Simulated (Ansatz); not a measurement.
Bi: band structure with PBE

Crystal: Bi.

```
CELL_PARAMETERS angstrom
-1.98143 1.98143 1.98143
1.98143 -1.98143 1.98143
1.98143 1.98143 -1.98143
ATOMIC_POSITIONS crystal
Bi 0.00000 0.00000 0.00000
```

This isn't the form of Bi at room conditions, which is rhombohedral.

```
Program             : Ansatz 0.2.0
Task                : band structure
Functional          : PBE
Potentials or basis : all-electron LAPW, relativistic spinors
Cutoff              : 159 eV (chosen from the basis error)
Basis error allowed : 0.001 eV/atom
k mesh              : 7 × 7 × 7
Occupations         : fermi-dirac, width 0.05 eV
Spin                : spin-orbit coupling, no magnetisation
```

| Property | Result |
| --- | --- |
| Pressure | 2.5 GPa |
| Band gap along the path | none (metal or under the smearing width) |

Levels at the corners of the path, in eV from the Fermi level:
```tsv
point	band 34	band 35	band 36	band 37	band 38	band 39	band 40	band 41	band 42	band 43
Γ	-13.55	2.27	2.27	6.11	6.11	6.11	6.11	9.12	9.12	10.34
H	-8.33	-3.44	-3.44	-1.33	-1.33	-1.33	-1.33	3.42	3.42	3.42
N	-10.47	-5.40	-5.40	0.99	0.99	3.56	3.56	5.89	5.89	7.48
Γ	-13.55	2.27	2.27	6.11	6.11	6.11	6.11	9.12	9.12	10.34
P	-9.92	-3.63	-3.63	-2.02	-2.02	-2.02	-2.02	13.06	13.06	15.47
H	-8.33	-3.44	-3.44	-1.33	-1.33	-1.33	-1.33	3.42	3.42	3.42
```

It took 25 s on 1 thread of Arm Neoverse V2, on a shared host, peak memory 0.38 GiB.

Caveat: the k mesh is thin for a metal, which can move the energy by tens of meV per atom.
